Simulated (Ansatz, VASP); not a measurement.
## CdTe in VASP and in Ansatz

```
CELL_PARAMETERS angstrom
0.00000 3.20500 3.20500
3.20500 0.00000 3.20500
3.20500 3.20500 0.00000
ATOMIC_POSITIONS crystal
Cd 0.00000 0.00000 0.00000
Te 0.75000 0.75000 0.75000
```

Alike in both runs: task relaxation of cell and atoms; functional LDA; k mesh 8 × 8 × 8; occupations gaussian, width 0.02 eV; no spin polarisation.

```csv
,VASP,Ansatz
version,VASP 6.6.1,Ansatz 0.2.0
potentials or method,"VASP PAW LDA potentials, release 64 (Cd, Te)","scalar-relativistic, plane waves, PAW"
plane-wave cutoff (eV),600,420
valence electrons in the cell,18,36
```

|  | VASP | Ansatz | Ansatz less VASP |
| --- | --- | --- | --- |
| gap on the k mesh at the Fermi level, each at its own relaxed structure (eV) | 0.64 | 0.61 | -0.028 |
| relaxed volume (Å³/atom) | 33.07 | 32.92 | -0.148 |
| relaxed cell length with the largest relative difference (Å) | 4.539 | 4.533 | -0.0068 |

The two sets of potentials don't hold the same shells in valence.

Caveats: spin-orbit coupling is left out, which moves the levels of the heavy elements. As with any semilocal functional, this LDA gap is likely too small.
